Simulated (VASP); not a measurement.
Li, 1 atom in the cell. Symmetry: Im-3m, No. 229, cubic system. The conventional cell has a = 3.485 Å, b = 3.485 Å, c = 3.485 Å, α = 90.00°, β = 90.00°, γ = 90.00°. Li (site symmetry m-3m) is surrounded by 8 Li at 3.02 Å. 

| Quantity | Value |
| --- | --- |
| Program | VASP 6.6.1 |
| Task | single point |
| Functional | PBEsol |
| Potentials or basis | VASP PAW PBE potentials, release 64 (Li_sv) |
| Cutoff | 520 eV |
| k mesh | 16 × 16 × 16 |
| Occupations | gaussian, width 0.05 eV |
| Spin | no spin polarisation |
| Dipole correction | no |
| Further INCAR settings | ALGO = Normal; EDIFF = 1e-06; NBANDS = 8 |

Potentials or basis: VASP PAW PBE potentials, release 64 (Li_sv).

Command:

```bash
$ cat potpaw_PBE.64/Li_sv/POTCAR > POTCAR
$ mpirun -np 1 vasp_std > vasp.out
```

Hardware: 1 thread of Intel(R) Xeon(R) Platinum 8488C (Sapphire Rapids), with other jobs on the host.

Problem. How long does it take, and how much memory?

Solution. It took 8.1 s on 1 thread of Intel(R) Xeon(R) Platinum 8488C (Sapphire Rapids), with other jobs on the host, peak memory 0.13 GiB. Counts: scf iterations 10, k points 145.
